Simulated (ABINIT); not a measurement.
The system is Si.

```xyz
1
Lattice="2.6205 0.0000 0.0000 -1.3103 2.2695 0.0000 0.0000 0.0000 2.4664" Properties=species:S:1:pos:R:3 pbc="T T T"
Si    0.0000    0.0000    0.0000
```

This isn't the form of Si at room conditions, which is diamond.

Base run:

* Program: ABINIT 10.8.3 (patched build)
* Functional: r2SCAN
* Potentials or basis: JTH PAW PBE v2.0
* Cutoff: 490 eV
* k mesh: 12 × 12 × 11
* Occupations: fermi-dirac, width 0.05 eV
* Spin: no spin polarisation

Its results: band gap on the k mesh none (metal or under the smearing width); pressure 1.8 GPa.

Task: After a change of settings the same cell gave: band gap on the k mesh none (metal or under the smearing width); pressure 10.7 GPa. Which change was it?
A. functional from r2SCAN to AM05
B. functional from r2SCAN to PBEsol
C. functional from r2SCAN to SCAN
D. functional from r2SCAN to BLYP

Result: D.

Caveats: the PAW data sets were made with another functional, which shifts forces and pressure a little.
